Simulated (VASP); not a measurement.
# Ag in VASP: relaxation of the atoms with PBE+D3(BJ)

Aim: the relaxation of the atoms of Ag with PBE+D3(BJ).

Everything below comes from runs of VASP 6.6.1. Logs are shortened: lines on timing, memory, paths and dates and some standing lists are left out, and cuts for length are marked.

### Step 1. Starting point

The cell holds a slab with vacuum, 3 atoms: a = 2.878 Å, b = 2.878 Å, c = 28.599 Å, α = 90.00°, β = 90.00°, γ = 120.00°.

The cell was built by a generator and needn't be a form met in nature.

### Step 2. Relaxation of the atoms, PBE+D3(BJ)

File INCAR:

```
PREC = Accurate ; ENCUT = 520
EDIFF = 1E-6 ; ISMEAR = 1
SIGMA = 0.1 ; LREAL = False
LASPH = True ; NELM = 120
ALGO = Normal ; ISIF = 2
LWAVE = False ; LCHARG = False
LDIPOL = True ; IDIPOL = 3
DIPOL = 0.5 0.5 0.500 ; GGA = PE
IVDW = 12 ; IBRION = 2
NSW = 90 ; EDIFFG = -0.02
KPAR = 2
```

File KPOINTS:

```
Automatic mesh
0
Gamma
  13 13 1
```

File POSCAR:

```
Ag
1.0
    2.8778255700      0.0000000000      0.0000000000
   -1.4389128400      2.4922700900      0.0000000000
    0.0000000000      0.0000000000     28.5994853900
Ag
3
Selective dynamics
Direct
    0.0000000000      0.0000000000      0.4178396900  F F F
    0.6666670000      0.3333330000      0.4999982500  T T T
    0.3333330000      0.6666670000      0.5821603100  T T T
```

Potentials or basis: VASP PAW PBE potentials, release 64 (Ag).

Launch:

```sh
$ cat potpaw_PBE.64/Ag/POTCAR > POTCAR
$ mpirun -np 2 vasp_std > vasp.out
```

OUTCAR:

```text
PREC = Accurate
   ENCUT = 520
   EDIFF = 1E-6
   ISMEAR = 1
   LREAL = False
   LASPH = True
   NELM = 120
   ISIF = 2
   GGA = PE
   IVDW = 12
   IBRION = 2
   NSW = 90
   EDIFFG = -0.02
 IVDW          = 12

 ion  position               nearest neighbor table
   1  0.000  0.000  0.418-   2 2.88   2 2.88   2 2.88
   2  0.667  0.333  0.500-   1 2.88   1 2.88   1 2.88   3 2.88   3 2.88   3 2.88
   3  0.333  0.667  0.582-   2 2.88   2 2.88   2 2.88

  LATTYP: Found a hexagonal cell.
 ALAT       =     2.8778255700
 C/A-ratio  =     9.9378800745

  Lattice vectors:

 A1 = (   2.8778255700,   0.0000000000,   0.0000000000)
 A2 = (  -1.4389128400,   2.4922700900,   0.0000000000)
 A3 = (   0.0000000000,   0.0000000000,  28.5994853900)

Analysis of symmetry for initial positions (statically):
=====================================================================
 Subroutine PRICEL returns:
 Original cell was already a primitive cell.

 Routine SETGRP: Setting up the symmetry group for a
 hexagonal supercell.

 Subroutine GETGRP returns: Found 12 space group operations
 (whereof  6 operations were pure point group operations)
 out of a pool of 24 trial point group operations.

The static configuration has the point symmetry C_3v.
 The point group associated with its full space group is D_3d.

Analysis of symmetry for dynamics (positions and initial velocities):
=====================================================================
 Subroutine PRICEL returns:
 Original cell was already a primitive cell.

 Routine SETGRP: Setting up the symmetry group for a
 hexagonal supercell.

 Subroutine GETGRP returns: Found 12 space group operations
 (whereof  6 operations were pure point group operations)
 out of a pool of 24 trial point group operations.

The dynamic configuration has the point symmetry C_3v.
 The point group associated with its full space group is D_3d.

Analysis of constrained symmetry for selective dynamics:
=====================================================================
 Subroutine PRICEL returns:
 Original cell was already a primitive cell.

 Routine SETGRP: Setting up the symmetry group for a
 hexagonal supercell.

 Subroutine GETGRP returns: Found  6 space group operations
 (whereof  6 operations were pure point group operations)
 out of a pool of 24 trial point group operations.

The constrained configuration has the point symmetry C_3v.

 Subroutine INISYM returns: Found  6 space group operations
 (whereof  6 operations are pure point group operations),
 and found     1 'primitive' translations

----------------------------------------------------------------------------------------

                                     Primitive cell

  volume of cell :     205.1246

  direct lattice vectors                    reciprocal lattice vectors
     2.877825570  0.000000000  0.000000000     0.347484577  0.200620318  0.000000000
    -1.438912840  2.492270090  0.000000000     0.000000000  0.401240622  0.000000000
     0.000000000  0.000000000 28.599485390     0.000000000  0.000000000  0.034965664

  length of vectors
     2.877825570  2.877825631 28.599485390     0.401240630  0.401240622  0.034965664

  position of ions in fractional coordinates (direct lattice)
     0.000000000  0.000000000  0.417839690
     0.666667000  0.333333000  0.499998250
     0.333333000  0.666667000  0.582160310

  ion indices of the primitive-cell ions
   primitive index   ion index
                 1           1
                 2           2
                 3           3

----------------------------------------------------------------------------------------

 KPOINTS: Automatic mesh

Automatic generation of k-mesh.
 Grid dimensions read from file:
 generate k-points for:   13   13    1

 Generating k-lattice:

  Cartesian coordinates                     Fractional coordinates (reciprocal lattice)
     0.026729583  0.015432332  0.000000000     0.076923077  0.000000000  0.000000000
     0.000000000  0.030864663  0.000000000     0.000000000  0.076923077  0.000000000
     0.000000000  0.000000000  0.034965664     0.000000000  0.000000000  1.000000000

  Length of vectors
     0.030864664  0.030864663  0.034965664

  Shift w.r.t. Gamma in fractional coordinates (k-lattice)
     0.000000000  0.000000000  0.000000000

 Subroutine IBZKPT returns following result:
 ===========================================

 Found     21 irreducible k-points:

 Following reciprocal coordinates:
            Coordinates               Weight
  0.000000  0.000000  0.000000      1.000000
  0.076923  0.000000  0.000000      6.000000
  0.153846 -0.000000  0.000000      6.000000
  0.230769 -0.000000  0.000000      6.000000
  0.307692 -0.000000  0.000000      6.000000
  0.384615 -0.000000  0.000000      6.000000
[... 13 lines left out ...]
  0.384615  0.230769  0.000000      6.000000
  0.307692  0.307692  0.000000      6.000000
   k-points           NKPTS =     21   k-points in BZ     NKDIM =     21   number of bands    NBANDS=     20
   number of dos      NEDOS =    301   number of ions     NIONS =      3
   total plane-waves  NPLWV = 124416
   dimension x,y,z NGX =    24 NGY =   24 NGZ =  216
   dimension x,y,z NGXF=    48 NGYF=   48 NGZF=  432
   ions per type =               3
   NGX,Y,Z   is equivalent  to a cutoff of  13.86, 13.86, 12.56 a.u.
   NGXF,Y,Z  is equivalent  to a cutoff of  27.73, 27.73, 25.11 a.u.
 SYSTEM =  unknown system
   PREC   = accura    normal or accurate (medium, high low for compatibility)
   ISTART =      0    job   : 0-new  1-cont  2-samecut
   ICHARG =      2    charge: 1-file 2-atom 10-const
   ISPIN  =      1    spin polarized calculation?
   LNONCOLLINEAR =      F non collinear calculations
   LSORBIT =      F    spin-orbit coupling
   LASPH  =      T    aspherical Exc in radial PAW
   ENCUT  =  520.0 eV  38.22 Ry    6.18 a.u.   5.35  5.35 53.18*2*pi/ulx,y,z
   NELM   =    120;   NELMIN=  2; NELMDL= -5     # of ELM steps
   EDIFF  = 0.1E-05   stopping-criterion for ELM
   LREAL  =      F    real-space projection
   EDIFFG = -.2E-01   stopping-criterion for IOM
   NSW    =     90    number of steps for IOM
   IBRION =      2    ionic relax: 0-MD 1-quasi-New 2-CG
   NFREE  =      1    steps in history (QN), initial steepest desc. (CG)
   ISIF   =      2    stress and relaxation
   ISYM   =      2    0-nonsym 1-usesym 2-fastsym
   POTIM  = 0.5000    time-step for ionic-motion
   TEBEG  =    0.0;   TEEND  =   0.0 temperature during run
   PSTRESS=    0.0 pullay stress
   NELECT =      33.0000    total number of electrons
   NUPDOWN=      -1.0000    fix difference up-down
   EMIN   =  10.00;   EMAX   =-10.00  energy-range for DOS
   EFERMI =   0.00;   METHOD = LEGACY
   ISMEAR =     1;   SIGMA  =   0.10  broadening in eV -4-tet -1-fermi 0-gaus
   EFERMI_NEDOS =   21; number of points for ismear=-14 and -15
   IALGO  =     38    algorithm
   IMIX   =      4    mixing-type and parameters
     AMIX     =   0.40;   BMIX     =  1.00
     AMIX_MAG =   1.60;   BMIX_MAG =  1.00
  volume/ion in A,a.u.               =      68.37       461.42
  Fermi-wavevector in a.u.,A,eV,Ry     =   0.890376  1.682567 10.786288  0.792770
  Thomas-Fermi vector in A             =   2.012059
   LORBIT       =      0    0 simple, 1 ext, 2 COOP (PROOUT), +10 PAW based schemes
   GGA     = PE    functional components
   LHFCALC =     F    Hartree Fock is set to
   AEXX    =    0.0000 exact exchange contribution
   IVDW    =    12    specifies the selected vdW correction
   LEPSILON=     F    determine dielectric tensor
   LRPA    =     F    only Hartree local field effects (RPA)
 conjugate gradient relaxation of ions
 non-spin polarized calculation
 Methfessel and Paxton  Order N= 1 SIGMA  =   0.10
  energy-cutoff  :      520.00
  volume of cell :      205.12
 maximum number of plane-waves:      5591
 NGX is ok and might be reduce to    24
   NGX = 11   NGY = 11   NGZ =107

--------------------------------------- Ionic step        1  -------------------------------------------

 number of electron      32.9999995 magnetization

 Free energy of the ion-electron system (eV)
  ---------------------------------------------------
  ext. energy  EPLUGINS =         0.00000000
  ---------------------------------------------------
  free energy    TOTEN  =        -7.49821702 eV

  energy without entropy =       -7.49751960  energy(sigma->0) =       -7.49798455

------------------------ aborting loop because EDIFF is reached ----------------------------------------

 Edisp (eV)   -1.22450

 E8    (eV) :    -0.5601

  FORCE on cell =-STRESS in cart. coord.  units (eV):
  Direction    XX          YY          ZZ          XY          YZ          ZX
  --------------------------------------------------------------------------------------
  -------------------------------------------------------------------------------------
  Total      -0.88555    -0.88555     0.45433     0.00000    -0.00000     0.00000
  in kB      -6.91680    -6.91680     3.54869     0.00000    -0.00000     0.00000
  external pressure =       -3.43 kB  Pullay stress =        0.00 kB
[... 223 lines left out ...]
  FREE ENERGIE OF THE ION-ELECTRON SYSTEM (eV)
  ---------------------------------------------------
  free  energy   TOTEN  =        -8.7247729379 eV

  energy  without entropy=       -8.7240818682  energy(sigma->0) =       -8.72454258

 dipolmoment           0.000000      0.000000     -0.000221 electrons x Angstroem

--------------------------------------- Ionic step        7  -------------------------------------------

 number of electron      32.9999995 magnetization

 dipolmoment           0.000000      0.000000      0.000105 electrons x Angstroem

 Free energy of the ion-electron system (eV)
  ---------------------------------------------------
  ext. energy  EPLUGINS =         0.00000000
  ---------------------------------------------------
  free energy    TOTEN  =        -7.50884560 eV

  energy without entropy =       -7.50819025  energy(sigma->0) =       -7.50862715

 E-fermi :  -1.2457     XC(G=0):  -3.6430

 val. band max:       -1.2762133686   @ k =   0.2308  -0.0000   0.0000
 cond. band min:      -0.9727114349   @ k =   0.0000   0.0000   0.0000
 fundamental gap:      0.3035019337
 Fermi energy:        -1.2457095976

 k-point     1 :       0.0000    0.0000    0.0000
  band No.  band energies     occupation
      1      -8.4887      2.00000
      2      -7.5325      2.00000
      3      -7.4255      2.00000
      4      -6.1214      2.00000
      5      -6.0440      2.00000
      6      -6.0440      2.00000
[... 12 lines left out ...]
     19      -0.9727     -0.00078
[... 446 lines left out ...]
      6      -5.9624      2.00000
[... 12 lines left out ...]
     19       3.2263      0.00000
     20       4.6890      0.00000

------------------------ aborting loop because EDIFF is reached ----------------------------------------

 vacuum level on the upper side and lower side of the slab       (xc-potential included)        -0.009        -0.016

 Edisp (eV)   -1.21670

 E8    (eV) :    -0.5562

  FORCE on cell =-STRESS in cart. coord.  units (eV):
  Direction    XX          YY          ZZ          XY          YZ          ZX
  --------------------------------------------------------------------------------------
  -------------------------------------------------------------------------------------
  Total      -1.03240    -1.03240    -0.00099     0.00000    -0.00000     0.00000
  in kB      -8.06381    -8.06381    -0.00771     0.00000    -0.00000     0.00000
  external pressure =       -5.38 kB  Pullay stress =        0.00 kB
[... 18 lines left out ...]
  FREE ENERGIE OF THE ION-ELECTRON SYSTEM (eV)
  ---------------------------------------------------
  free  energy   TOTEN  =        -8.7255451232 eV

  energy  without entropy=       -8.7248897752  energy(sigma->0) =       -8.72532667

 reached required accuracy - stopping structural energy minimisation

 vacuum level on the upper side and lower side of the slab         3.263         3.257
```

It took 2.4 min on 2 MPI ranks of Intel Xeon Platinum 8488C (Sapphire Rapids), shared host; peak memory 0.38 GiB.

What came out:

```yaml
Free_energy: -8.7255 eV
Energy_gained_by_relaxing: 0.9 meV/atom
Ionic_steps: 7
Band_gap_on_the_k_mesh: none (metal or under the smearing width)
Dispersion_energy_per_atom: -0.406 eV
```

The path:
```tsv
step	energy change (eV)	largest force (eV/Å)	pressure (GPa)
1	0.0000	0.1031	-0.34
2	-0.0005	0.1012	-0.36
3	-0.0014	0.0967	-0.42
4	-0.0010	0.1436	-0.52
5	-0.0016	0.0945	-0.46
6	-0.0021	0.0743	-0.48
7	-0.0028	0.0144	-0.54
```

Final structure:
```
Ag
1.0
     2.87783    0.00000    0.00000
    -1.43891    2.49227    0.00000
     0.00000    0.00000   28.59949
Ag
3
Direct
  0.00000 0.00000 0.41784
  0.66667 0.33333 0.50085
  0.33333 0.66667 0.58404
```

Levels at points of the mesh, in eV from the Fermi level:
```csv
k point,band 14,band 15,band 16,band 17,band 18,band 19,band 20
"(0.00, 0.00, 0.00)",-3.45,-3.45,-3.13,-3.13,-1.47,0.27,4.04
```
